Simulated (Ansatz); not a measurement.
# Ge: a listed cell, distorted in several ways

A set of self-consistent runs on Ge under distortions that keep the symmetry, other functionals, to map its energy surface near the listed cell.

Program: Ansatz 0.2.0. Level of theory: DFT r2SCAN, scalar-relativistic, plane waves, PAW, unless a step's input says otherwise. These are calculated values, not measurements.

1 further run of the same task is left out (it didn't finish).

## Step 1: The starting structure

The structure is orthorhombic, space group Cmce (No. 64). The conventional cell has a = 8.674 Å, b = 5.997 Å, c = 5.750 Å, α = 90.00°, β = 90.00°, γ = 90.00°. Ge (site symmetry 2) is surrounded by 10 Ge at 2.84 to 3.09 Å. Ge (site symmetry m) is surrounded by 11 Ge at 2.71 to 3.18 Å.

Coordinates:

```
CELL_PARAMETERS angstrom
4.33682 -2.99861 0.00000
4.33682 2.99861 0.00000
0.00000 0.00000 5.75046
ATOMIC_POSITIONS crystal
Ge 0.29201 0.29201 0.50000
Ge 0.79201 0.79201 0.00000
Ge 0.70799 0.70799 0.50000
Ge 0.20799 0.20799 0.00000
Ge 0.66760 0.33240 0.84200
Ge 0.33240 0.66760 0.15800
Ge 0.83240 0.16760 0.34200
Ge 0.16760 0.83240 0.65800
```

The structure comes from the Materials Project (structure only).

## Step 2: A change within the space group

What differs from the listed cell: strain xx, yy, zz, yz, xz, xy = +2.3, -2.1, -5.4, +0.0, +0.0, +0.0 %; atoms moved by 0.15 Å root mean square, at most 0.21 Å.

input.yaml reads:

```yaml
crystal:
  lattice:
    - [4.4357857005, -2.9365413975, 0.0]
    - [4.4357857005, 2.9365413975, 0.0]
    - [0.0, 0.0, 5.4418372974]
  atoms:
    - { symbol: Ge, position: [0.2952218819, 0.2952218819, 0.5] }
    - { symbol: Ge, position: [0.7952218819, 0.7952218819, 0.0] }
    - { symbol: Ge, position: [0.7047781181, 0.7047781181, 0.5] }
    - { symbol: Ge, position: [0.2047781181, 0.2047781181, 0.0] }
    - { symbol: Ge, position: [0.6953375335, 0.3046624665, 0.8196370215] }
    - { symbol: Ge, position: [0.3046624665, 0.6953375335, 0.1803629785] }
    - { symbol: Ge, position: [0.8046624665, 0.1953375335, 0.3196370215] }
    - { symbol: Ge, position: [0.1953375335, 0.8046624665, 0.6803629785] }
basis:
  ecutwfc: 500
kpoints:
  mp_grid: { grid: [8, 8, 6] }
hamiltonian:
  xc: r2scan
scf:
  occupations: { method: gaussian, width: 0.1 }
output:
  forces: true
  stress: true
  eigenvalues: true
```

Command:

```console
> ansatz run input.yaml --threads 1 --pin off --max-ram 2560MiB --backend cpu --events-out ev --progress --plain --runs-dir out
```

## Step 3: Functional and cell changed: PBEsol

input.yaml reads:

```yaml
crystal:
  lattice:
    - [4.2126563383, -2.912762399, 0.0]
    - [4.2126563383, 2.912762399, 0.0]
    - [0.0, 0.0, 5.5858289345]
  atoms:
    - { symbol: Ge, position: [0.29200635, 0.29200635, 0.5] }
    - { symbol: Ge, position: [0.79200635, 0.79200635, 0.0] }
    - { symbol: Ge, position: [0.70799365, 0.70799365, 0.5] }
    - { symbol: Ge, position: [0.20799365, 0.20799365, 0.0] }
    - { symbol: Ge, position: [0.6675954, 0.3324046, 0.84200263] }
    - { symbol: Ge, position: [0.3324046, 0.6675954, 0.15799737] }
    - { symbol: Ge, position: [0.8324046, 0.1675954, 0.34200263] }
    - { symbol: Ge, position: [0.1675954, 0.8324046, 0.65799737] }
basis:
  ecutwfc: 420
kpoints:
  mp_grid: { grid: [8, 8, 6] }
hamiltonian:
  xc: pbesol
scf:
  occupations: { method: gaussian, width: 0.1 }
output:
  forces: true
  stress: true
  eigenvalues: true
```

**Question.** What will these runs give? Wanted: for each run, case; energy; pressure; largest force.

The runs gave:

```
step                                 case  energy (meV/atom)  pressure (GPa)  largest force (eV/Å)  gap on the mesh (eV)
                 listed cell, run earlier                  0             1.2                  0.14                  0.00
   2      a change within the space group              +58.5             5.9                  0.58                  0.00
   3  functional and cell changed: PBEsol                n/a             7.4                  0.17                  0.00
```

Energies are counted from the listed cell, with the smearing taken to zero. Other atoms or functionals have another zero of energy (n/a). A gap of 0.00 means none on the mesh at this level.

In words: The listed cell carries 1.2 GPa and forces up to 0.14 eV/Å at this level, so it is not this functional's equilibrium. No comparable point lies below the listed cell.
